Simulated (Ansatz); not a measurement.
Crystal: BN.

```
N B
1.0
     2.55394    0.00000    0.00000
    -1.27697    2.21178    0.00000
     0.00000    0.00000    4.22685
N B
2 2
Direct
  0.33333 0.66667 0.12528
  0.66667 0.33333 0.62528
  0.33333 0.66667 0.49972
  0.66667 0.33333 0.99972
```

Measurements of this composition are mostly on another form, of space group No. 194.

Base run:

* Program: Ansatz 0.2.0
* Functional: PBEsol
* Potentials or basis: all-electron LAPW, scalar-relativistic
* Cutoff: 409 eV
* Density cutoff: 1635 eV
* Basis error allowed: 0.002 eV/atom
* k mesh: 12 × 12 × 6
* Occupations: fermi-dirac, width 0.05 eV
* Spin: no spin polarisation

Its results: band gap on the k mesh 4.98 eV, indirect (least direct gap 8.15 eV); pressure -5.9 GPa; largest force 0.013 eV/Å.

Question: The run is repeated on the same cell with these changes: functional from PBEsol to LDA. What comes out?

Answer: Band gap on the k mesh 4.98 eV, indirect (least direct gap 8.11 eV); pressure -13.6 GPa; largest force 0.023 eV/Å.

LDA binds more tightly than PBEsol, so the same cell stands under less pressure.

Not every run made on this cell is shown here.
